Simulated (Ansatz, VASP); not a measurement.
## SiO2 (amorphous SiO2): VASP beside Ansatz

One calculation is typed for both programs; each brings its own data sets. How far apart do they land? Of the first pair: The cell is taken from a series of runs on this material, whose earlier steps may have relaxed, scaled, displaced or heated it; both programs get it as it stands.

Program: Ansatz 0.2.0. Level of theory: plane waves, with VASP 6.6.1 beside it; single point at PBE. Results are calculated unless marked as measured.

## Step 1: Starting point

The cell holds 96 atoms: 32 Si and 64 O. Its edges and angles: a = 11.687 Å, b = 11.687 Å, c = 11.687 Å, α = 90.0°, β = 90.0°, γ = 90.0°. As first built, before any earlier steps moved the atoms (in the runner's words): 96 atoms (32 Si, 64 O) placed at random at 2 g/cm^3, melted at 5000 K for 10 ps at fixed volume with the Vashishta potential (Vashishta, Kalia, Rino and Ebbsjo, Phys. Rev. B 41, 12197 (1990)). Quenched from 5000 K to 300 K at 50 K/ps and fixed volume, held 5 ps, then minimised at fixed cell.

## Step 2: VASP: single point, PBE, pair 1

With cell and atoms fixed, the geometry can't cause a difference; cores, projectors, grids and the points listed under the comparison can.

Lines of VASP's logs that name or quote its potential files are left out, and so is its time.

INCAR

```
SYSTEM = SiO2
PREC = Accurate
ENCUT = 520
EDIFF = 1E-06
NELM = 120
ISMEAR = -1
SIGMA = 0.025
LREAL = Auto
ALGO = Normal
GGA = PE
NBANDS = 328
LORBIT = 11
LWAVE = .FALSE.
LCHARG = .FALSE.
ISIF = 2
LASPH = .TRUE.
GGA_COMPAT = .FALSE.
EFERMI = MIDGAP
NCORE = 2
```

POSCAR

```
SiO2
1.0
   11.6871000000      0.0000000000      0.0000000000
    0.0000000000     11.6871000000      0.0000000000
    0.0000000000      0.0000000000     11.6871000000
Si O
32 64
Direct
    0.0963100000      0.4068500000      0.6899500000
    0.4417100000      0.4978000000      0.4081700000
    0.4611800000      0.2534800000      0.8558300000
    0.4799000000      0.5633400000      0.6524700000
    0.5487900000      0.8114800000      0.8797900000
    0.9791200000      0.0127900000      0.6095600000
    0.1150600000      0.2140500000      0.4971100000
    0.6985900000      0.2245000000      0.9384500000
    0.9463600000      0.9344600000      0.3642600000
    0.6217700000      0.4458800000      0.8542500000
    0.8736300000      0.6726600000      0.6028800000
    0.2196300000      0.6445900000      0.6417100000
    0.3124100000      0.6794300000      0.8844700000
    0.8274200000      0.3607800000      0.1418500000
    0.1085200000      0.7661600000      0.0149700000
    0.2534400000      0.4140400000      0.8955700000
    0.5163900000      0.0521500000      0.0049400000
    0.6332800000      0.7838900000      0.6278800000
    0.0517200000      0.7995800000      0.7611100000
    0.9683600000      0.1726100000      0.2710400000
    0.1794500000      0.8846100000      0.2445400000
    0.4712200000      0.9293400000      0.4856700000
    0.8723000000      0.6892400000      0.3460200000
    0.7710900000      0.1800600000      0.6842900000
    0.5079700000      0.1570600000      0.6073600000
    0.6788100000      0.6354500000      0.0319600000
    0.8384000000      0.4293900000      0.6996800000
    0.3007900000      0.7315100000      0.4185600000
    0.4027700000      0.0435700000      0.2533200000
    0.6660300000      0.5487600000      0.2661500000
[... 60 atom lines left out ...]
    0.6243300000      0.5254100000      0.9658500000
    0.2432400000      0.7744600000      0.3011300000
    0.6414700000      0.1135000000      0.9966800000
    0.9614400000      0.7095600000      0.7048000000
    0.1159000000      0.8503400000      0.1249700000
    0.5112900000      0.9307300000      0.9384300000
```

KPOINTS

```
Automatic mesh
0
Gamma
1 1 1
0 0 0
```

PAW data sets: Si and O (PBE family, release 64).

Started as:

```sh
> mpirun -np 8 vasp_gam
```

Numbers of over 12 decimals in the logs are rounded to 6 here.

Log:

```text
[banner, memory and clock lines left out]
running    8 mpi-ranks, on    1 nodes
[...]
LDA part: xc-table for (Slater+PW92), standard interpolation
 POSCAR, INCAR and KPOINTS ok, starting setup
[...]
entering main loop
       N       E                     dE             d eps       ncg     rms          rms(c)
DAV:   1     0.490741504822E+04    0.49074E+04   -0.29382E+05   680   0.149E+03
DAV:   2    -0.369684014507E+03   -0.52771E+04   -0.51005E+04   832   0.367E+02
DAV:   3    -0.844369553525E+03   -0.47469E+03   -0.47202E+03   784   0.119E+02
DAV:   4    -0.854548355845E+03   -0.10179E+02   -0.10143E+02   784   0.188E+01
[...]
DAV:  20    -0.745796408203E+03    0.79393E-05   -0.44715E-06   712   0.667E-03    0.111E-02
DAV:  21    -0.745796400758E+03    0.74451E-05   -0.78950E-06   656   0.104E-02    0.833E-03
DAV:  22    -0.745796400024E+03    0.73448E-06   -0.41732E-06   696   0.526E-03
   1 F= -.74579640E+03 E0= -.74578911E+03  d E =-.145785E-01
```

OUTCAR, selected parts (step 2):

```text
  Total       24.8392438     21.6901926     14.1255913     -4.4367796     -5.0269703     -9.6290805
  in kB       24.9303671     21.7697635     14.1774113     -4.4530560     -5.0454119     -9.6644050
  external PRESSURE =      20.2925139 kB  Pullay stress =       0.0000000 kB

 POSITION                                       TOTAL-FORCE (eV/Angst)
 -----------------------------------------------------------------------------------
      1.12558      4.75490      8.06351         0.588107     -0.771888     -0.195283
      5.16231      5.81784      4.77032        -0.059775      0.414344     -0.359938
      5.38986      2.96245     10.00217        -3.407091     -0.532095     -0.684149
      5.60864      6.58381      7.62548         0.246282      0.386295     -0.709547
      6.41376      9.48385     10.28219         0.691015      0.549702     -0.110667
     11.44307      0.14948      7.12399         0.378178      0.577034     -0.628723
      1.34472      2.50162      5.80977        -0.940952      0.277228     -1.140588
      8.16449      2.62375     10.96776         2.816588     -1.430995      1.349516
     11.06020     10.92113      4.25714         0.266450      1.357047     -0.737470
      7.26669      5.21104      9.98371         0.728667      3.055627     -0.772485
     10.21020      7.86144      7.04592        -0.101089     -0.100504     -0.070638
[...]
4.40978      4.13162     10.44242         2.564042     -0.705472     -0.882797
      8.56115      5.13555      2.44938        -0.470950     -0.054386      0.050482
[...]
-----------------------------------------------------------------------------------
    total drift:                               -0.015097      0.019243     -0.015579

  FREE ENERGIE OF THE ION-ELECTRON SYSTEM (eV)
  ---------------------------------------------------
  free  energy   TOTEN  =      -745.7964000236 eV

  energy  without entropy=     -745.7818215163  energy(sigma->0) =     -745.78911077

[... 3 further parts left out ...]
[key lines of the parts left out:]
E-fermi :   3.2823
```

The run ends at a pressure of 2.03 GPa, with forces up to 5.4 eV/Å.

## Step 3: Ansatz: single point, PBE, pair 1

Ansatz runs on its default PAW (the set named soft_2) files.

The same cell, functional, mesh and smearing now go to Ansatz, which takes its cutoff from its data sets.

input.yaml

```yaml
crystal:
  lattice:
    - [11.6871, 0.0, 0.0]
    - [0.0, 11.6871, 0.0]
    - [0.0, 0.0, 11.6871]
  atoms:
    - { symbol: Si, position: [0.09631, 0.40685, 0.68995] }
    - { symbol: Si, position: [0.44171, 0.4978, 0.40817] }
    - { symbol: Si, position: [0.46118, 0.25348, 0.85583] }
    - { symbol: Si, position: [0.4799, 0.56334, 0.65247] }
    - { symbol: Si, position: [0.54879, 0.81148, 0.87979] }
    - { symbol: Si, position: [0.97912, 0.01279, 0.60956] }
    - { symbol: Si, position: [0.11506, 0.21405, 0.49711] }
    - { symbol: Si, position: [0.69859, 0.2245, 0.93845] }
    - { symbol: Si, position: [0.94636, 0.93446, 0.36426] }
    - { symbol: Si, position: [0.62177, 0.44588, 0.85425] }
    - { symbol: Si, position: [0.87363, 0.67266, 0.60288] }
    - { symbol: Si, position: [0.21963, 0.64459, 0.64171] }
    - { symbol: Si, position: [0.31241, 0.67943, 0.88447] }
    - { symbol: Si, position: [0.82742, 0.36078, 0.14185] }
    - { symbol: Si, position: [0.10852, 0.76616, 0.01497] }
    - { symbol: Si, position: [0.25344, 0.41404, 0.89557] }
    - { symbol: Si, position: [0.51639, 0.05215, 0.00494] }
    - { symbol: Si, position: [0.63328, 0.78389, 0.62788] }
    - { symbol: Si, position: [0.05172, 0.79958, 0.76111] }
    - { symbol: Si, position: [0.96836, 0.17261, 0.27104] }
    - { symbol: Si, position: [0.17945, 0.88461, 0.24454] }
    - { symbol: Si, position: [0.47122, 0.92934, 0.48567] }
    - { symbol: Si, position: [0.8723, 0.68924, 0.34602] }
    - { symbol: Si, position: [0.77109, 0.18006, 0.68429] }
    - { symbol: Si, position: [0.50797, 0.15706, 0.60736] }
    - { symbol: Si, position: [0.67881, 0.63545, 0.03196] }
    - { symbol: Si, position: [0.8384, 0.42939, 0.69968] }
    - { symbol: Si, position: [0.30079, 0.73151, 0.41856] }
    - { symbol: Si, position: [0.40277, 0.04357, 0.25332] }
    - { symbol: Si, position: [0.66603, 0.54876, 0.26615] }
[... 60 atom lines left out ...]
    - { symbol: O, position: [0.62433, 0.52541, 0.96585] }
    - { symbol: O, position: [0.24324, 0.77446, 0.30113] }
    - { symbol: O, position: [0.64147, 0.1135, 0.99668] }
    - { symbol: O, position: [0.96144, 0.70956, 0.7048] }
    - { symbol: O, position: [0.1159, 0.85034, 0.12497] }
    - { symbol: O, position: [0.51129, 0.93073, 0.93843] }
kpoints:
  mp_grid: { grid: [1, 1, 1] }
hamiltonian:
  xc: pbe
scf:
  occupations: { method: fermi_dirac, width: 0.025 }
output:
  forces: true
```

Started as:

```sh
> ansatz run input.yaml --threads 4 --pin off --max-ram 8192MiB --backend cpu --events-out ev --progress --plain --runs-dir out
```

Log:

```text
Engine: ansatz 0.2.0, x86_64-unknown-linux-gnu
Pseudopotentials: kind: paw
Pseudopotential: Si, paw, valence charge 4, recommended cutoff 420 eV (normal), Si.paw.azcp
Pseudopotential: O, paw, valence charge 6, recommended cutoff 420 eV (normal), O.paw.azcp
Functional definition: PBE
  parameter kappa = 0.804
  parameter beta = 0.066725
  exchange = pbe_x(kappa = kappa, mu = beta*pi^2/3)
  correlation = pbe_c(beta = beta)
Crystal: 96 atoms, lattice volume = 1596.321 Å³
Basis set: ecut = 420 eV, 31343 PW (Γ), exchange–correlation on 160×160×160 points (8 copies of the dense FFT grid, shifted against one another)
Bands: 352, of which v1, the nominal top of the filled ones, is band 256 counted from 1 (255 counted from 0)
Symmetry: 1 space group operations
Space group: P1 (ITA 1), of the structure as read, at distance tolerance 1.2e-4 Å
k-points: 1
Non-local potential: Si, projectors of the file, l = 0: 2, l = 1: 2, l = 2: 2
Non-local potential: O, projectors of the file, l = 0: 2, l = 1: 2, l = 2: 1
PAW form: soft (Blöchl's): semilocal exchange-correlation on the pseudo side does not see the compensation charge
PAW one-centre angular grid: Si, 110 points (default); XC on 64 Gauss nodes
PAW one-centre angular grid: O, 110 points (default); XC on 64 Gauss nodes
Initial density: superposition of atomic densities (neutral atoms: chi_scale 0, normalization atom), corrected by the library's trained network
Initial wavefunctions: pseudopotential atomic-orbital guess
Functional: x = pbe(κ = 0.804, μ = 0.219515), c = pbe(β = 0.066725)
SCF iter   1: F=—  HF=-56758.278741 eV  |F-HF|=—  |Δ(HF+E_count)|=         —  Δρ=8.50e-3  dr2=2.76e0  ethr=1.77e-3  ⟨swp⟩=7.0  Hψ=1753  notcnv=0  defer=68
preconditioner: auto → Resta (q_TF=auto, 2.257 Å⁻¹)  ε∞=2.7  [insulator: Δε(μ)=2.354 eV  Ē_g=16.251 eV  σ=0.025 eV  W_gap=1.00  n_scr=304 (ndim 8)  ℏωp=21.0 eV  f_vac=0.310  D(μ)=0.00/eV (n_scr^D=0)  ε∞_Penn≈2.7  vacuum switching on, ρ_ref=1.9e-2 e/Å³]
SCF iter   2: F=—  HF=-56757.523932 eV  |F-HF|=—  |Δ(HF+E_count)|=   7.55e-1  Δρ=7.73e-3  dr2=7.41e-1  ethr=5.40e-4  ⟨swp⟩=3.0  Hψ=615  notcnv=0  defer=87
SCF iter   3: F=—  HF=-56757.409643 eV  |F-HF|=—  |Δ(HF+E_count)|=   1.14e-1  Δρ=2.24e-3  dr2=2.43e-1  ethr=1.45e-4  ⟨swp⟩=3.0  Hψ=551  notcnv=0  defer=32
automatic band count: iteration 3 solves 297 bands in place of 352: the levels show a gap, and the empty bands left out lie too high to hold charge; the band table lists the bands solved (type scf.n_extra_bands for more)
SCF iter   4: F=—  HF=-56757.379617 eV  |F-HF|=—  |Δ(HF+E_count)|=   3.00e-2  Δρ=8.99e-3  dr2=2.95e0  ethr=4.75e-5  ⟨swp⟩=3.0  Hψ=560  notcnv=0  defer=32  recentre
SCF iter   5: F=—  HF=-56757.367834 eV  |F-HF|=—  |Δ(HF+E_count)|=   1.18e-2  Δρ=2.46e-3  dr2=1.34e-1  ethr=4.75e-5  ⟨swp⟩=4.0  Hψ=586  notcnv=0  defer=87
automatic band count: iteration 5 solves 352 bands in place of 297: the levels no longer show a gap clear of their residuals, so the SCF keeps every band
SCF iter   6: F=—  HF=-56757.343195 eV  |F-HF|=—  |Δ(HF+E_count)|=   2.46e-2  Δρ=1.07e-3  dr2=3.60e-2  ethr=2.61e-5  ⟨swp⟩=2.0  Hψ=599  notcnv=0  defer=87
SCF iter   7: F=—  HF=-56757.343218 eV  |F-HF|=—  |Δ(HF+E_count)|=   2.29e-5  Δρ=5.90e-4  dr2=1.30e-2  ethr=7.02e-6  ⟨swp⟩=2.0  Hψ=271  notcnv=0  defer=87
SCF iter   8: F=—  HF=-56757.343045 eV  |F-HF|=—  |Δ(HF+E_count)|=   1.73e-4  Δρ=4.79e-4  dr2=8.65e-3  ethr=2.54e-6  ⟨swp⟩=1.0  Hψ=265  notcnv=0  defer=87
SCF iter   9: F=—  HF=-56757.342749 eV  |F-HF|=—  |Δ(HF+E_count)|=   2.96e-4  Δρ=2.92e-4  dr2=3.13e-3  ethr=1.69e-6  ⟨swp⟩=1.0  Hψ=265  notcnv=0  defer=87
SCF iter  10: F=—  HF=-56757.342627 eV  |F-HF|=—  |Δ(HF+E_count)|=   1.21e-4  Δρ=7.61e-5  dr2=1.89e-4  ethr=6.12e-7  ⟨swp⟩=2.0  Hψ=267  notcnv=0  defer=87
SCF iter  11: F=—  HF=-56757.342599 eV  |F-HF|=—  |Δ(HF+E_count)|=   2.84e-5  Δρ=2.43e-5  dr2=2.02e-5  ethr=3.68e-8  ⟨swp⟩=1.0  Hψ=265  notcnv=0  defer=87
SCF iter  12: F=—  HF=-56757.342140 eV  |F-HF|=—  |Δ(HF+E_count)|=   4.59e-4  Δρ=5.52e-6  dr2=3.76e-7  ethr=3.95e-9  ⟨swp⟩=3.0  Hψ=517  notcnv=0  defer=87
SCF iter  13: F=—  HF=-56757.342140 eV  |F-HF|=—  |Δ(HF+E_count)|=   9.84e-9  Δρ=3.17e-6  dr2=1.68e-7  ethr=1.95e-11  ⟨swp⟩=5.0  Hψ=1068  notcnv=0
SCF iter  14: F=—  HF=-56757.342140 eV  |F-HF|=—  |Δ(HF+E_count)|=   5.66e-8  Δρ=5.62e-6  dr2=8.89e-7  ethr=1.95e-11  ⟨swp⟩=5.0  Hψ=1066  notcnv=0  recentre
SCF iter  15: F=-56757.342140 eV  HF=-56757.342140 eV  |F-HF|=1.25e-8  |Δ(HF+E_count)|=   4.49e-8  Δρ=8.89e-7  dr2=1.43e-8  ethr=1.95e-11  ⟨swp⟩=3.0  Hψ=1076  notcnv=0
SCF 1 converged in 15 iterations: F = -56757.342140 eV  dr2 = 1.43e-8
  greatest PAW one-centre occupation: 0.871 electrons in one spin orbital (limit 2), on the O atom at site 40 (counted from 0), in its partial waves of l = 0
SCF converged after 15 iterations
Free energy (F): -56757.342140 eV
Harris-Foulkes:  -56757.342140 eV  (|F-HF|=1.25e-8)
Internal energy: -56757.327972 eV  (E = F + TS)
E sigma→0 (E₀):  -56757.335056 eV
Entropy (-TS):   -0.014167 eV (-0.148 meV/atom)
Fermi energy:    4.382217 eV
--- Per-component energies (eV) ---
  E_band       = -3513.983892
  E_kinetic    = 12858.954489
  E_local      = -47200.101182  (includes V_loc(G=0)·N_el)
  E_nonlocal   = 3842.416484
  E_hartree    = 18503.946696
  E_xc         = -6527.372701
  E_vxc        = -7575.179679  (∫ρ·V_xc dr)
  E_paw        = -26597.285082  (= ΣΔE_a)
  E_vpaw       = -2448.131157  (= ΣTr[D̂ρ^β])
  E_aug_tail   = 0.165537  (compensation charges beyond the density's cutoff)
  E_ewald      = -11638.052215
  E_smearing   = -0.014167  (= −TS)
  E_closure    = -0.000000  (closes the sum)
  Σ components = -56757.342140   (vs F -56757.342140, Δ=0.00e0)
--- Forces (eV/Å), atoms counted from 1 ---
  atom   1  Si     0.60324075    -0.77388936    -0.17442340
  atom   2  Si    -0.06276241     0.42187300    -0.32319662
  atom   3  Si    -3.39879326    -0.54468742    -0.67788673
  atom   4  Si     0.24691862     0.40299335    -0.74845453
  atom   5  Si     0.70886160     0.53875489    -0.11319650
  atom   6  Si     0.37881409     0.58704547    -0.68693431
  atom   7  Si    -0.96945651     0.27017531    -1.16015088
  atom   8  Si     2.78343313    -1.43883029     1.33159831
  atom   9  Si     0.28696702     1.38674809    -0.74349125
  atom  10  Si     0.76264838     3.07572705    -0.79050493
  atom  11  Si    -0.11508636    -0.10713468    -0.08410582
  atom  12  Si    -0.23248120    -1.34211863    -1.15342536
  atom  13  Si    -0.70669465    -1.08063181    -0.50522052
  atom  14  Si     0.71311983    -0.32849098     1.81162040
  atom  15  Si    -1.00451826    -0.04865682     0.81215981
  atom  16  Si    -3.34377648    -1.46995410     4.20009675
  atom  17  Si    -0.18584393    -0.21361580     0.58130112
  atom  18  Si    -0.10787094    -0.24678249    -0.19462686
  atom  19  Si    -1.16176470     0.60009052    -0.03830157
  atom  20  Si     3.22894526    -0.92913518    -3.22626464
  atom  21  Si    -0.37657728     1.11979294     0.28786014
  atom  22  Si    -0.43514670     0.06693425    -0.47846698
  atom  23  Si    -0.03057398    -0.01304220    -0.52086835
  atom  24  Si     0.26630138    -0.39441137    -0.59495295
[...]
atom  89  O      0.68871160     0.58156417     0.42400059
  atom  90  O     -0.20583840     0.44647335     0.00796943
  atom  91  O     -0.49399298    -0.89986242    -0.27553162
  atom  92  O      0.19735777    -0.77019719    -0.08620941
  atom  93  O      0.45818777     0.06196635     0.19113107
  atom  94  O      0.09515131    -0.16550281    -0.00139364
  atom  95  O      0.13148514    -0.20455411    -0.67711648
  atom  96  O      0.02378312    -0.08187458     0.00185087
  max |Σ_I F_I| component: 8.74e-5 eV/Å
```

## Step 4: Comparison

Known differences besides the potentials themselves: the cutoff is 420 eV in Ansatz and 520 eV in VASP (PREC = Accurate, projectors in real space). Total energies have different zeros and are not compared.

The two programs side by side:

```csv
quantity,Ansatz,VASP,difference
gap on the k mesh (eV),0.177,0.175,+0.002
```

Forces on 9 of the 96 atoms, those with the largest forces and the largest differences (eV/Å; atoms numbered as in POSCAR):

```csv
atom,"Ansatz x, y, z","VASP x, y, z"
Si3,"-3.399, -0.545, -0.678","-3.407, -0.532, -0.684"
Si8,"2.783, -1.439, 1.332","2.817, -1.431, 1.350"
Si10,"0.763, 3.076, -0.790","0.729, 3.056, -0.772"
Si16,"-3.344, -1.470, 4.200","-3.262, -1.437, 4.089"
Si20,"3.229, -0.929, -3.226","3.125, -0.867, -3.123"
O36,"2.591, -0.742, -0.877","2.564, -0.705, -0.883"
O41,"0.706, 0.521, -1.088","0.621, 0.504, -0.930"
O51,"0.968, 1.925, -0.640","0.959, 1.839, -0.638"
O64,"-0.429, -0.027, 0.621","-0.328, -0.064, 0.498"
```

The forces differ by 25 meV/Å r.m.s., which is 3.3 % of the r.m.s. force of 0.773 eV/Å (both taken over all components). A gap on the mesh is an upper bound, since the band edges may lie between its points.

(Continued in part 2 of 2.)

[Lines on the potential files, build, host, timing and source positions are cut from VASP's logs without a mark.]

[Logs are printed without paths, hosts, clocks, repeated set-up lines and the standing remarks that a program may print on its own settings, such as how far it seeks lower states.]

[Hosts, paths, dates, database ids (printed as entryN), source tags and the programs' standing remarks are cut or masked in the printed files.]
